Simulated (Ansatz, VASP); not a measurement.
One calculation of Mg, two programs

```xyz
2
Lattice="0.0000 3.3150 3.3150 3.3150 0.0000 3.3150 3.3150 3.3150 0.0000" Properties=species:S:1:pos:R:3 pbc="T T T"
Mg   -0.8288   -0.8288   -0.8288
Mg    0.8288    0.8288    0.8288
```

Change from the starting cell: volume scaled by 0.9, norm-conserving files.

Alike in both runs: task single point; functional PBE; k mesh 12 × 12 × 12; occupations fermi-dirac, width 0.1 eV; no spin polarisation.

|  | VASP | Ansatz |
| --- | --- | --- |
| version | VASP 6.6.1 | Ansatz 0.2.0 |
| potentials or method | VASP PAW PBE potentials, release 64 (Mg) | norm-conserving pseudopotentials, scalar-relativistic |
| plane-wave cutoff (eV) | 520 | 1143 |
| valence electrons in the cell | 4 | 20 |

```tsv
	VASP	Ansatz	Ansatz less VASP
pressure (GPa)	1.4	1.4	+0.02
```

The two sets of potentials don't hold the same shells in valence.
